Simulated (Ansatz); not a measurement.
Runs of Ansatz 0.2.0 on Bi2Se3 (Paraguanajuatite). Symmetry: R-3m, No. 166, trigonal system. The conventional cell has a = 4.143 Å, b = 4.143 Å, c = 28.636 Å, α = 90.00°, β = 90.00°, γ = 120.00°. Bi (site symmetry 3m) has 6 Se at 2.85 to 3.07 Å as nearest neighbours. Se (site symmetry 3m) is surrounded by 3 Bi at 2.85 Å. Se (site symmetry -3m) has 6 Bi at 3.07 Å as nearest neighbours. 

```csv
task,level,potentials or basis,cell,k mesh,cutoff (eV),points for each segment of the path,mesh quality,gap on the mesh (eV),pressure (GPa),relaxed volume (Å³/atom),largest force (eV/Å)
band structure,LDA,JTH PAW LDA,as given,8 × 8 × 8,1800,14,not flagged,0.10,(b),-,0.12
relaxation of cell and atoms,rPW86-PBE+rVV10,Ansatz PAW,relaxed,8 × 8 × 8,420,-,not flagged,0.12,0.0,29.94,-
single point,PBE,Ansatz PAW,as given,3 × 3 × 3,420,-,coarse,(c),2.5,-,(a)
relaxation of cell and atoms,BLYP,Ansatz PAW,relaxed,8 × 8 × 8,420,-,not flagged,0.83,0.0,43.29,-
relaxation of cell and atoms,PBEsol,Ansatz PAW,relaxed,8 × 8 × 8,420,-,not flagged,-,0.0,28.16,-
```

Alike in all rows: no spin polarisation; smearing fermi-dirac 0.05 eV.

**Question.** Fill in the values left out.

**Answer.** (a) 0.10; (b) -1.9; (c) 0.24.

Caveats: some runs use coarse meshes; spin-orbit coupling is left out, which as a rule narrows the gap of such compounds by several tenths of an eV (some runs); the plane-wave basis is chosen anew once the cell has moved, so the energies of steps on either side of that aren't comparable (some runs); the PAW data sets come from PBE, with cores solved anew for the run's functional, which leaves a small shift of forces and pressure (some runs); odd divisions of the mesh miss points on the zone boundary, where band edges often lie, so the gap on the mesh can be too wide (some runs); the volume moved by over 15 % at a fixed basis, so the end points are rough (some runs); the volume moved by +53 % from the deposited cell, more than functionals usually miss (some runs); spin-orbit coupling is left out, which moves the levels of the heavy elements (some runs).

A k mesh can miss the band edges, and the runs leave out spin-orbit coupling on Bi, Se.

The runs don't all hold the same shells in valence.
